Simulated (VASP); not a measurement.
Here is a VASP 6.6.1 calculation.

The input POSCAR:

```
NaI
1.0
    4.3457600000      0.0000000000      0.0000000000
    0.0000000000      4.3457600000      0.0000000000
    0.0000000000      0.0000000000      4.5228200000
Na I
1 1
Direct
    0.0000000000      0.0000000000      0.0000000000
    0.5000000000      0.5000000000      0.0000000000
```

INCAR.step1

```
ALGO = Normal
EDIFF = 1E-5
ENCUT = 520
GGA = PE
ISIF = 2
ISMEAR = -1
LASPH = True
LREAL = False
LWAVE = True
NBANDS = 14
NELM = 80
PREC = Accurate
SIGMA = 0.05
```

The input INCAR.step2:

```
AEXX = 0.25
ALGO = Normal
EDIFF = 1E-6
ENCUT = 520
GGA = PE
HFSCREEN = 0.3
ISIF = 2
ISMEAR = -1
ISTART = 1
LASPH = True
LCHARG = False
LHFCALC = True
LREAL = False
LWAVE = False
NBANDS = 14
NELM = 80
PREC = Accurate
PRECFOCK = Fast
SIGMA = 0.05
```

File KPOINTS:

```
k-points
0
Gamma
  3 3 3
```

Potentials or basis: VASP PAW PBE potentials, release 64 (Na_pv, I).

The run is started by

```bash
$ cat potpaw_PBE.64/Na_pv/POTCAR potpaw_PBE.64/I/POTCAR > POTCAR
$ cp INCAR.step1 INCAR
$ mpirun -np 1 vasp_std > vasp.out
$ cp INCAR.step2 INCAR
$ mpirun -np 1 vasp_std > vasp.out
```

**Question.** Predict the band gap on the k mesh.

**Answer.** 3.72 eV, indirect (least direct gap 4.06 eV).

**Question.** Predict the pressure.

**Answer.** 0.9 GPa.

Stress tensor (GPa, compression positive):
```
0.74 0.00 0.00
0.00 0.74 0.00
0.00 0.00 1.08
```

Caveat: the k mesh is coarse (spacing up to 0.48 Å⁻¹), so the values aren't converged, least of all with exact exchange; the PAW data sets were made with another functional, which shifts forces and pressure a little; spin-orbit coupling is left out, which moves the levels of the heavy elements; an odd mesh through Γ misses points on the zone boundary, where band edges often lie.
